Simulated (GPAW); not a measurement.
The system is Sn.

```
CELL_PARAMETERS angstrom
-1.89465 1.89465 1.89465
1.89465 -1.89465 1.89465
1.89465 1.89465 -1.89465
ATOMIC_POSITIONS crystal
Sn 0.00000 0.00000 0.00000
```

This isn't the form of Sn at room conditions, which is tetragonal (white tin).

```yaml
Program: GPAW 26.7.0
Task: relaxation of cell and atoms
Functional: revPBE
Potentials_or_basis: the program's PAW data sets (release 1.2.1) made for this functional
Cutoff: 600 eV
Basis: pw
k_mesh: 10 × 10 × 10
Occupations: fermi-dirac, width 0.05 eV
Spin: no spin polarisation
```

At the start: pressure 1.4 GPa; volume 27.20 Å³/atom.

Question: How do energy, volume and symmetry change on relaxing?

Answer: Over 3 steps the energy falls by 3.5 meV/atom and the volume is 28.04 Å³/atom (+3.1 %); space group Im-3m (No. 229, to 0.05 Å).

The path:
| step | energy change (eV) | largest force (eV/Å) | pressure (GPa) | volume (Å³) |
| --- | --- | --- | --- | --- |
| 1 | 0.0000 | 0.0000 | 1.37 | 27.20 |
| 2 | -0.0019 | 0.0000 | 0.91 | 27.48 |
| 3 | -0.0035 | 0.0000 | 0.04 | 28.04 |

Final structure:
```yaml
crystal:
  lattice:
    - [-1.91376, 1.91376, 1.91376]
    - [1.91376, -1.91376, 1.91376]
    - [1.91376, 1.91376, -1.91376]
  atoms:
    - { symbol: Sn, position: [0.00000, 0.00000, 0.00000] }
```

Caveat: later steps reuse the first step's grids.
